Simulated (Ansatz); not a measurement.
The system is MgO.

```
Mg O
1.0
     0.00000    2.30616    2.30616
     2.30616    0.00000    2.30616
     2.30616    2.30616    0.00000
Mg O
1 1
Direct
  0.50000 0.50000 0.50000
  0.75000 0.75000 0.75000
```

The cell was built by a generator and needn't be a form met in nature.

| Item | Value |
| --- | --- |
| Program | Ansatz 0.2.0 |
| Task | relaxation of cell and atoms |
| Functional | BLYP |
| Dispersion | D3(BJ) |
| Potentials or basis | Ansatz PAW |
| Cutoff | 420 eV (not typed: the program's choice for these potentials) |
| k mesh | 10 × 10 × 10 |
| Occupations | fermi-dirac, width 0.05 eV |
| Spin | no spin polarisation |

At the start: volume 12.27 Å³/atom.

Task: How do energy, volume and symmetry change on relaxing?

Result: It ends after 7 steps and the volume is 11.72 Å³/atom (-4.5 %); space group F-43m (No. 216, to 0.05 Å).

Step by step:
```
step  energy change (eV)  largest force (eV/Å)  volume (Å³)
   1              0.0000                0.0000        24.53
   2             -0.0144                0.0000        24.04
   3             -0.0220                0.0000        23.44
   4             -0.0219                0.0000        23.47
   5             -0.0183                0.0000        23.47
   6             -0.0185                0.0000        23.43
   7             -0.0183                0.0000        23.43
```

Final structure:
```
Mg O
1.0
     0.00000    2.27118    2.27118
     2.27118    0.00000    2.27118
     2.27118    2.27118    0.00000
Mg O
1 1
Direct
  0.50000 0.50000 0.50000
  0.75000 0.75000 0.75000
```

Caveat: the plane-wave basis is chosen anew once the cell has moved, so the energies of steps on either side of that aren't comparable; the pressure holds a Pulay correction of +0.7 GPa for the finite cutoff; the PAW data sets come from PBE, with cores solved anew for the run's functional, which leaves a small shift of forces and pressure.
